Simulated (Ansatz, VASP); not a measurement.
# BN: VASP beside Ansatz

File INCAR:

```
PREC = Accurate ; ENCUT = 520
EDIFF = 1E-6 ; ISMEAR = 0
SIGMA = 0.05 ; LREAL = False
LASPH = True ; NELM = 100
ALGO = Normal ; ISIF = 2
LWAVE = False ; LCHARG = True
GGA = PE ; LELF = True
LVHAR = True ; NBANDS = 16
```

Contents of KPOINTS:

```
Automatic mesh
0
Gamma
  12 12 6
```

File POSCAR:

```
BN
1.0
    2.5539396017      0.0000000000      0.0000000000
   -1.2769698009      2.2117765748      0.0000000000
    0.0000000000      0.0000000000      4.2268550000
B N
2 2
Direct
    0.6395391527      0.2790783053      0.9997240000
    0.3062058193      0.6124116387      0.4997240000
    0.6876025149      0.3752050298      0.6252760000
    0.3542691816      0.7085383632      0.1252760000
```

Input for Ansatz:

```yaml
crystal:
  lattice:
    - [2.5539396017, 0.0, 0.0]
    - [-1.2769698009, 2.2117765748, 0.0]
    - [0.0, 0.0, 4.226855]
  atoms:
    - { symbol: B, position: [0.6395391527, 0.2790783053, 0.999724] }
    - { symbol: B, position: [0.3062058193, 0.6124116387, 0.499724] }
    - { symbol: "N", position: [0.6876025149, 0.3752050298, 0.625276] }
    - { symbol: "N", position: [0.3542691816, 0.7085383632, 0.125276] }
basis:
  ecutwfc: 420
kpoints:
  mp_grid: { grid: [12, 12, 6] }
hamiltonian:
  xc: pbe
scf:
  occupations: { method: gaussian, width: 0.05 }
output:
  forces: true
  stress: true
  eigenvalues: true
```

Change from the starting cell: mode 10 (1039.8 1/cm) frozen in, largest displacement -0.120 Å.

Alike in both runs: task single point; functional PBE; k mesh 12 × 12 × 6; occupations gaussian, width 0.05 eV; no spin polarisation.

|  | VASP | Ansatz |
| --- | --- | --- |
| version | VASP 6.6.1 | Ansatz 0.2.0 |
| potentials or method | VASP PAW PBE potentials, release 64 (B, N) | scalar-relativistic, plane waves, PAW |
| plane-wave cutoff (eV) | 520 | 420 |
| valence electrons in the cell | 16 | 16 |

```tsv
	VASP	Ansatz	Ansatz less VASP
gap on the k mesh at the Fermi level (eV)	3.90	3.91	+0.015
least direct gap on the mesh (eV)	6.60	6.60	0.000
pressure (GPa)	13.5	13.4	-0.08
largest component of the traceless stress (GPa)	13.73	13.78	+0.050
rms of the force components (eV/Å)	3.184	3.178	-0.0059
```

Atom by atom the forces differ by 0.006 eV/Å (rms over components).

Caveats: forces of over 1 eV/Å show positions far from the minimum, so gaps and moduli don't describe the material at rest. A k mesh can miss the band edges.
